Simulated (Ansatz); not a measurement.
# InSe: the cost of one run

Program: Ansatz 0.2.0. Level of theory: DFT PBE+D3(BJ), scalar-relativistic, plane waves, PAW. These are calculated values, not measurements.

### 1 Starting point

The structure is monoclinic, space group C2/m (No. 12). Conventional cell: a = 11.736 Å, b = 4.110 Å, c = 4.610 Å, α = 90.00°, β = 110.30°, γ = 90.00°. In (site symmetry m) is surrounded by 3 Se at 2.58 to 2.78 Å and 1 In at 2.74 Å. Se (site symmetry m) is surrounded by 3 In at 2.58 to 2.78 Å.

Structure file:

```xyz
4
Lattice="5.8679 -2.0550 0.0000 5.8679 2.0550 0.0000 -1.5994 0.0000 4.3237" Properties=species:S:1:pos:R:3 pbc="T T T"
In   10.3665    0.0000    0.0216
In   -0.2301    0.0000    4.3020
Se    6.7188    0.0000    2.7758
Se    3.4176    0.0000    1.5479
```

The structure rests on an entry of the Crystallography Open Database; cell or positions may have been set otherwise for this series.

### 2 Cell and atoms relaxed at 0 GPa

File input.yaml:

```yaml
crystal:
  lattice:
    - [5.8679031274, -2.055, 0.0]
    - [5.8679031274, 2.055, 0.0]
    - [-1.5994149714, 0.0, 4.3236525935]
  atoms:
    - { symbol: In, position: [0.884, 0.884, 0.005] }
    - { symbol: In, position: [0.116, 0.116, 0.995] }
    - { symbol: Se, position: [0.66, 0.66, 0.642] }
    - { symbol: Se, position: [0.34, 0.34, 0.358] }
scf:
  occupations: { method: gaussian, width: 0.05 }
output:
  forces: true
  stress: true
  eigenvalues: true
  write_density: true
  write_potential: true
  elf: true
  volumetric_format: npy
hamiltonian:
  xc: pbe
  dispersion: d3bj
basis:
  ecutwfc: 450
kpoints:
  mp_grid: { grid: [10, 10, 12] }
relax:
  f_tol: 0.004
  max_steps: 60
  cell: { stress_tol: 0.03, p_target: 0 }
```

Command:

```console
ansatz run input.yaml --threads 4 --pin off --max-ram 10240MiB --backend cpu --events-out ev --progress --plain --runs-dir out
```

Q: Estimate wall time and peak memory on 4 threads of Arm Neoverse V1, shared host.

About 3.2 min, with a peak of 1.2 GiB.
